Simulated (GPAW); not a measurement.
The system is CdSe.

```xyz
2
Lattice="0.0000 3.0703 3.0703 3.0703 0.0000 3.0703 3.0703 3.0703 0.0000" Properties=species:S:1:pos:R:3 pbc="T T T"
Cd    0.0000    0.0000    0.0000
Se    1.5351    1.5351    1.5351
```

Measurements of this composition are mostly on another form, of space group No. 186.

Base run:

```yaml
Program: GPAW 26.7.0
Functional: optB88-vdW
Potentials_or_basis: GPAW PAW data sets (gpaw-data 1.2.1)
Cutoff: 600 eV
Basis: pw
k_mesh: 6 × 6 × 6
Occupations: fermi-dirac, width 0.05 eV
Spin: spin-orbit coupling, no magnetisation
```

Its results: band gap on the k mesh 0.32 eV, direct.

Task: The run is repeated on the same cell with these changes: functional from optB88-vdW to PBE; spin axis phi (degrees) from 0 to 45. What comes out?

Result: Band gap on the k mesh 0.42 eV, direct.

Caveats: spin-orbit coupling was added after a scalar SCF, so levels and gaps hold it while energy, forces, pressure and moments don't; this program's spin-orbit splittings come out too wide for heavy elements.

Not every run made on this cell is shown here.
